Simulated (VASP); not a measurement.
# VASP 6.6.1 run: CdSe

INCAR

```
LWAVE = .FALSE.
NBANDS = 16
LASPH = .TRUE.
LREAL = .FALSE.
ISMEAR = -1
NELM = 120
ISIF = 2
GGA = PE
PREC = Accurate
NELMIN = 8
EDIFF = 1E-7
SIGMA = 0.02
LCHARG = .FALSE.
NSW = 0
IBRION = -1
ENCUT = 520
```

KPOINTS

```
KPOINTS created by Atomic Simulation Environment
0
Gamma
8 8 8
0 0 0
```

POSCAR

```
Cd Se
 1.0000000000000000
     0.0000000000000000    2.9450697267999999    2.9450697267999999
     2.9450697267999999    0.0000000000000000    2.9450697267999999
     2.9450697267999999    2.9450697267999999    0.0000000000000000
 Cd  Se
   1   1
Cartesian
  0.0000000000000000  0.0000000000000000  0.0000000000000000
  1.4725348633999999  1.4725348633999999  1.4725348633999999
```

The recommended PBE PAW datasets give the neutral cell 18 valence electrons.

Command

```
mpirun -np 1 vasp_std
```

OSZICAR

```
N       E                     dE             d eps       ncg     rms          rms(c)
DAV:   1     0.107964622600E+03    0.10796E+03   -0.89495E+03   936   0.102E+03
DAV:   2    -0.180815887191E+01   -0.10977E+03   -0.10402E+03  1120   0.253E+02
DAV:   3    -0.561521638878E+01   -0.38071E+01   -0.38022E+01  1144   0.491E+01
DAV:   4    -0.562932467793E+01   -0.14108E-01   -0.14108E-01  1144   0.302E+00
DAV:   5    -0.562940587361E+01   -0.81196E-04   -0.81195E-04  1144   0.201E-01    0.776E+00
DAV:   6    -0.528484730539E+01    0.34456E+00   -0.50899E-01  1368   0.946E+00    0.589E+00
DAV:   7    -0.526001016059E+01    0.24837E-01   -0.17103E-01  1112   0.281E+00    0.232E+00
DAV:   8    -0.526073870476E+01   -0.72854E-03   -0.17605E-02  1096   0.170E+00    0.279E-01
DAV:   9    -0.526081392049E+01   -0.75216E-04   -0.17099E-03  1152   0.579E-01    0.583E-02
DAV:  10    -0.526087842263E+01   -0.64502E-04   -0.17282E-04  1192   0.173E-01    0.404E-02
DAV:  11    -0.526091852043E+01   -0.40098E-04   -0.65058E-05  1136   0.518E-02    0.124E-02
DAV:  12    -0.526091879598E+01   -0.27555E-06   -0.21608E-06  1152   0.208E-02    0.512E-03
DAV:  13    -0.526091903422E+01   -0.23824E-06   -0.11419E-06  1136   0.104E-02    0.122E-03
DAV:  14    -0.526091909146E+01   -0.57246E-07   -0.37832E-08   888   0.143E-03
   1 F= -.52609191E+01 E0= -.52609191E+01  d E =-.246091E-10
```

Standard output (part)

```
POSCAR found type information on POSCAR CdSe
 POSCAR found :  2 types and       2 ions
 LDA part: xc-table for (Slater+PW92), standard interpolation
 POSCAR, INCAR and KPOINTS ok, starting setup
 WAVECAR not read
 entering main loop
```

From OUTCAR

```
k-points           NKPTS =     29   k-points in BZ     NKDIM =     29   number of bands    NBANDS=     16

   NELECT =      18.0000    total number of electrons

   dimension x,y,z NGX =    32 NGY =   32 NGZ =   32
   dimension x,y,z NGXF=    64 NGYF=   64 NGZF=   64

  energy-cutoff  :      520.00
  volume of cell :       51.09
      direct lattice vectors                 reciprocal lattice vectors
     0.000000000  2.945069727  2.945069727    -0.169775267  0.169775267  0.169775267
     2.945069727  0.000000000  2.945069727     0.169775267 -0.169775267  0.169775267
     2.945069727  2.945069727  0.000000000     0.169775267  0.169775267 -0.169775267

 k-points in reciprocal lattice and weights: KPOINTS created by Atomic Simulation Env
   0.00000000  0.00000000  0.00000000       0.002
   0.12500000  0.00000000  0.00000000       0.016
   0.25000000  0.00000000  0.00000000       0.016
   0.37500000  0.00000000  0.00000000       0.016
   0.50000000  0.00000000  0.00000000       0.008
   0.12500000  0.12500000  0.00000000       0.012
   0.25000000  0.12500000  0.00000000       0.047
   0.37500000  0.12500000  0.00000000       0.047
   ...

 E-fermi :   2.1468

 k-point     1 :       0.0000    0.0000    0.0000
  band No.  band energies     occupation
      1     -11.4264      2.00000
      2      -6.5550      2.00000
      3      -6.5550      2.00000
      4      -6.5550      2.00000
      5      -6.0652      2.00000
      6      -6.0652      2.00000
      7       1.7645      2.00000
      8       1.7645      2.00000
      9       1.7645      2.00000
     10       2.5720      0.00000
     11       7.6797      0.00000
     12       7.6797      0.00000
     13       7.6797      0.00000
     14      11.9375      0.00000
     15      13.0794      0.00000
     16      13.0794      0.00000

 k-point     2 :       0.1250    0.0000    0.0000
  band No.  band energies     occupation
      1     -11.3597      2.00000
      2      -6.5328      2.00000
      3      -6.5328      2.00000
      4      -6.5031      2.00000
      5      -6.0667      2.00000
      6      -6.0667      2.00000
      7       0.4820      2.00000
      8       1.6121      2.00000
      9       1.6121      2.00000
     10       3.5718      0.00000
     11       7.5124      0.00000
     12       7.9113      0.00000
     13       7.9113      0.00000
     14      12.2178      0.00000
     15      12.2178      0.00000
     16      12.5995      0.00000

 k-point     3 :       0.2500    0.0000    0.0000
  band No.  band energies     occupation
      1     -11.1963      2.00000
      2      -6.4842      2.00000
      3      -6.4842      2.00000
      4      -6.3140      2.00000
      5      -6.0630      2.00000
      6      -6.0630      2.00000
      7      -1.1643      2.00000
      8       1.2793      2.00000
      9       1.2793      2.00000
     10       4.2354      0.00000
     11       7.8833      0.00000
     12       8.2568      0.00000
     13       8.2568      0.00000
     14      11.9682      0.00000
     15      11.9682      0.00000
     16      12.0452      0.00000

 ...

  Total        3.2471855      3.2471855      3.2471855      0.0000000      0.0000000      0.0000000
  in kB      101.8359075    101.8359075    101.8359075      0.0000000      0.0000000      0.0000000
  external PRESSURE =     101.8359075 kB  Pullay stress =       0.0000000 kB

 POSITION                                       TOTAL-FORCE (eV/Angst)
 -----------------------------------------------------------------------------------
      0.00000      0.00000      0.00000         0.000000     -0.000000     -0.000000
      1.47253      1.47253      1.47253         0.000000      0.000000      0.000000
 -----------------------------------------------------------------------------------
    total drift:                               -0.000000     -0.000000     -0.000000

  FREE ENERGIE OF THE ION-ELECTRON SYSTEM (eV)
  ---------------------------------------------------
  free  energy   TOTEN  =        -5.2609190915 eV

  energy  without entropy=       -5.2609190914  energy(sigma->0) =       -5.26091909
```

It converged. Results: gap between bands v and c on the k mesh 0.81 eV; least direct gap on the k mesh 0.81 eV; pressure 10.2 GPa. Band v is the last that the valence electrons fill when counted band by band, and c is the next.

For comparison, a separate PBE run of the intended cell, on usual settings and not on those above, gives a gap of 0.81 eV on its mesh and a pressure of 10.2 GPa.

The run above took about 15 s on one core of a shared host (Intel Xeon Platinum 8488C) and held 0.18 GiB at most.
